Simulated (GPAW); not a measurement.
H, 2 atoms in the cell. The structure is tetragonal, space group I4/mmm (No. 139). The conventional cell has a = 3.383 Å, b = 3.383 Å, c = 4.117 Å, α = 90.00°, β = 90.00°, γ = 90.00°. Around H (site symmetry 4mm) lie 1 H at 0.74 Å. 

* Program: GPAW 26.7.0
* Task: electron localisation function
* Functional: r2SCAN
* Potentials or basis: GPAW PAW data sets (gpaw-data 1.2.1)
* Cutoff: 600 eV
* Basis: pw
* k mesh: 11 × 11 × 11
* Occupations: fermi-dirac, width 0.05 eV
* Spin: no spin polarisation
* Maxiter: 150
* Eigensolver: davidson niter=4

Potentials or basis: GPAW PAW data sets (gpaw-data 1.2.1), pw.

The run is started by

```bash
$ OMP_NUM_THREADS=1 python run.py
```

Hardware: 1 thread of AMD EPYC 7B13 (Zen 3), with other jobs on the host.

Q: Estimate the wall time of this run.

A: Wall time 58 s on 1 thread of AMD EPYC 7B13 (Zen 3), with other jobs on the host, peak memory 0.15 GiB. Counts: scf iterations 9, plane waves 801, bands 8, k points 126.
